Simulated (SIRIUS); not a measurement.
**Moving the choice of potentials or basis in Mo**

Symmetry: Im-3m, No. 229, cubic system. The conventional cell has a = 3.168 Å, b = 3.168 Å, c = 3.168 Å, α = 90.00°, β = 90.00°, γ = 90.00°. Mo (site symmetry m-3m) is surrounded by 8 Mo at 2.74 Å.

Kept alike: task single point; functional PBE; k mesh 12 × 12 × 12; occupations fermi-dirac, width 0.05 eV; no spin polarisation. Program: SIRIUS. Cutoffs run from 557 to 1102 eV. The mesh is that of the run's cell of 1 atom. No spin-orbit coupling.

```csv
choice of potentials or basis,pressure (GPa)
GBRV 1.5 PBE (ultrasoft),-2.42
JTH 2.0 PBE (PAW),-1.59
PseudoDojo 0.4.1 PBE standard (scalar relativistic),-1.64
SG15 1.2 PBE (norm-conserving),-1.98
SPMS 1.0 PBE (norm-conserving),-1.55
SSSP 1.3.0 PBE efficiency,-2.05
"in-house norm-conserving set, PBE (scalar relativistic)",-1.83
```

Pressure is positive in compression; the values hold the error of the finite cutoff, so their zero can differ a little from the energy's minimum. For a metal such a mesh leaves the last digits unconverged.

What does the choice of potentials or basis change here?

The pressure runs from -2.42 (GBRV 1.5 PBE (ultrasoft)) to -1.55 GPa (SPMS 1.0 PBE (norm-conserving)).

All seven sets put the cell under slight tension, so with each of them molybdenum would tend to contract from a = 3.168 Å. They agree on the sign and differ only in the size of the pull. Molybdenum is very stiff because its roughly half-filled d band occupies mainly bonding states and leaves the antibonding ones largely empty. A small mismatch in lattice parameter therefore produces a noticeable pressure, and the spread between the sets probably corresponds to only a minor difference in equilibrium volume.

The type of potential alone does not order the results. The PAW value of -1.59 GPa lies between two norm-conserving ones, -1.55 and -1.64 GPa, while SG15, also norm-conserving, gives -1.98 GPa. Differences in core radii, projectors or the description of the semicore 4s and 4p shells may contribute, alongside unequal basis convergence. Without an all-electron reference at the same geometry, the pressure closest to zero cannot be taken as the mark of the most accurate potential.
